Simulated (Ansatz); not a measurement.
A crystal relaxed with r2SCAN+rVV10 in Ansatz 0.2.0 has space group P6_3/mmc (No. 194) and a = 3.580 Å, c = 15.563 Å.

| atom | site | x | y | z |
| --- | --- | --- | --- | --- |
| Xx | 4f | 0.3333 | 0.6667 | 0.1717 |
| S | 4f | 0.3333 | 0.6667 | 0.6029 |

With r2SCAN the valence top lies at Γ and the conduction bottom at M, 1.91 eV higher; the smallest vertical gap, at Γ, is 2.27 eV. With HSE06 the valence top lies at Γ and the conduction bottom at M, 2.33 eV higher; the smallest vertical gap, at Γ, is 2.76 eV. The PBE gap is indirect, 1.62 eV (Γ to M), below the direct gap of 1.76 eV at Γ. Meshes: r2SCAN 12×12×2, HSE06 6×6×2, PBE 12×12×2.

Task: Which element is Xx?
A. Al
B. In
C. Ga
D. B

Result: C. Xx is Ga: GaS (started from an entry of an open crystallographic database). Ga has 3 S at 2.33 Å and 1 Ga at 2.44 Å; S has 3 Ga at 2.33 Å.

Spin-unpolarised throughout; all numbers are computed.

The meshes of the hybrids are coarse, so their gaps aren't converged to the digits shown.
